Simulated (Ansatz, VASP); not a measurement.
One calculation of CdTe, two programs

The input INCAR:

```
SYSTEM = CdTe
PREC = Accurate
ENCUT = 520
EDIFF = 1E-6
ISMEAR = 0
SIGMA = 0.01
LREAL = .False.
LASPH = .True.
NELM = 150
ALGO = Normal
ISIF = 2
LWAVE = .False.
LCHARG = .False.
MAGMOM = 0 0 0 0 0 0
LORBIT = 11
LSORBIT = .True.
GGA_COMPAT = .False.
LORBMOM = .True.
GGA = PS
NBANDS = 30
```

KPOINTS

```
Automatic mesh
0
Gamma
  6 6 6
  0 0 0
```

POSCAR

```
CdTe
1.0
    3.1125936684      3.1125936684      0.0000000000
   -3.1125936684      3.1125936684      0.0000000000
    0.0000000000      3.1125936684      3.1125936684
Cd Te
1 1
Direct
    0.0000000000      0.0000000000      0.0000000000
    0.7500000000      0.2500000000      0.5000000000
```

Input for Ansatz:

```yaml
crystal:
  lattice:
    - [3.11259366836, 3.11259366836, 0.0]
    - [-3.11259366836, 3.11259366836, 0.0]
    - [0.0, 3.11259366836, 3.11259366836]
  atoms:
    - { symbol: Cd, position: [0.0, 0.0, 0.0] }
    - { symbol: Te, position: [0.75, 0.25, 0.5] }
kpoints:
  mp_grid: { grid: [6, 6, 6] }
scf:
  occupations: { method: fixed }
  convergence: { dr2_threshold: 1.0e-10 }
hamiltonian:
  xc: pbesol
  pseudopotentials: { kind: all_electron, lapw: { basis_error: 0.0005 } }
magnetization:
  noncollinear: true
  spin_orbit: true
output:
  forces: true
  stress: true
  eigenstates:
    kpoints:
      - [0.0, 0.0, 0.0]
      - [-0.5, -0.5, -0.5]
      - [-0.5, 0.5, 0.0]
      - [0.0, 0.0, -0.5]
      - [0.0, -0.5, -0.5]
      - [0.0, 0.5, 0.0]
      - [-0.5, 0.0, 0.0]
      - [-0.5, 0.0, -0.5]
  eigenvalues: true
```

Alike in both runs: task single point; functional PBEsol; k mesh 6 × 6 × 6; non-collinear spin, spin-orbit coupling.

|  | VASP | Ansatz |
| --- | --- | --- |
| version | VASP 6.6.1 | Ansatz 0.2.0 |
| potentials or method | VASP PAW PBE potentials, release 64 (Cd, Te) | all-electron LAPW |
| plane-wave cutoff (eV) | 520 | see its input |
| occupations | gaussian, width 0.01 eV | fixed |

VASP gave:

```
gap on the k mesh at the Fermi level (eV) : 0.75
pressure (GPa)                            : 7.3
net moment per atom (μB)                  : 0.00
```

Which values does Ansatz return?

gap on the k mesh at the Fermi level (eV): 0.74; pressure (GPa): 7.0; net moment per atom (μB): 0.00.

Ansatz ran all-electron here, so the differences hold the error of VASP's frozen core and of both bases.

Caveats: the PAW data sets were made with another functional, which shifts forces and pressure a little (VASP).
